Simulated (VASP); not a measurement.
## TePt: single point with r2SCAN+U

Crystal: TePt.

```
Pt Te
1.0
     0.00000    3.24504    3.24504
     3.24504    0.00000    3.24504
     3.24504    3.24504    0.00000
Pt Te
1 1
Direct
  0.00000 0.00000 0.00000
  0.25000 0.25000 0.25000
```

Measurements of this composition are mostly on another form, of space group No. 166.

| Item | Value |
| --- | --- |
| Program | VASP 6.6.1 |
| Task | single point |
| Functional | r2SCAN |
| Potentials or basis | VASP PAW PBE potentials, release 64 (Pt, Te) |
| Cutoff | 520 eV |
| k mesh | 5 × 5 × 5 |
| Occupations | gaussian, width 0.05 eV |
| Spin | collinear spin, ferromagnetic start |
| Starting moments | [0.5, 0.0] μB |
| Fixed moment | 2 μB |
| Hubbard terms | Pt d U = 5 eV |

```json
{
  "Pressure": "-8.7 GPa",
  "Net moment": "2.00 μB per cell",
  "Site moments": "Pt +1.03; Te +0.56 μB",
  "Valence electrons inside the program's atomic spheres": "Pt 9.24; Te 3.27"
}
```

Eigenvalues of the final occupation matrices:
| site | spin | trace | eigenvalues |
| --- | --- | --- | --- |
| site 1 d | 1 | 4.72 | 0.93 0.93 0.95 0.95 0.95 |
| site 1 d | 2 | 3.78 | 0.66 0.66 0.66 0.90 0.90 |

Run time: 3.1 min on 1 thread of AMD EPYC 7R43 64-Core Processor (Zen 3) (shared host), peak memory 0.23 GiB.

Caveat: the moment is held away from its start; the PAW data sets were made with another functional, which shifts forces and pressure a little; the total moment is fixed, so each spin has its own Fermi level; the U is typed as a test and isn't derived for this compound. The run has no spin-orbit coupling, so splittings on Pt, Te are missing.
